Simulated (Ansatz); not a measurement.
# AlP: a single-point run

The task is a single-point run on AlP. The structure is shown as the input types it.

The COD entry's cell or inner coordinates are ideal or old and differ from later refinements, so a difference from it is no clean test against experiment.

Method: density functional or hybrid calculation with the settings of its input, plane waves (as first typed), in Ansatz 0.2.0.

1 further run of the same task is left out (for a known fault of the program).

## 1. Starting point

It takes space group F-43m (No. 216, cubic). The conventional cell has a = 5.479 Å, b = 5.479 Å, c = 5.479 Å, α = 90.00°, β = 90.00°, γ = 90.00°. Around Al (site symmetry -43m) lie 4 P at 2.37 Å. Around P (site symmetry -43m) lie 4 Al at 2.37 Å.

Structure file:

```xyz
2
Lattice="0.0000 2.7393 2.7393 2.7393 0.0000 2.7393 2.7393 2.7393 0.0000" Properties=species:S:1:pos:R:3 pbc="T T T"
Al    0.0000    0.0000    0.0000
P     1.3696    1.3696    1.3696
```

## 2. Input and run

The input, input.yaml:

```yaml
crystal:
  lattice:
    - [0.0, 2.7392607939, 2.7392607939]
    - [2.7392607939, 0.0, 2.7392607939]
    - [2.7392607939, 2.7392607939, 0.0]
  atoms:
    - { symbol: Al, position: [0.0, 0.0, 0.0] }
    - { symbol: P, position: [0.25, 0.25, 0.25] }
kpoints:
  mp_grid: { grid: [6, 6, 6] }
hamiltonian:
  xc: pbesol
scf:
  occupations: { method: fixed }
  n_extra_bands: 4
  max_iter: 5
output:
  forces: true
  stress: true
  eigenvalues: true
```

Run with:

```console
$ ansatz run input.yaml --threads 4 --pin off --max-ram 3686MiB --backend cpu --events-out ev --progress --plain --runs-dir out
```

**Question.** How will this run end, and is anything wrong with its input?

This run ends as converged. Convergence says nothing about whether the input makes sense.

Look at the input: scf.max_iter is 5. The risk: too low a cap on iterations. The run converged, but that does not make its result sound.

To check: delete scf.max_iter (the default then holds).
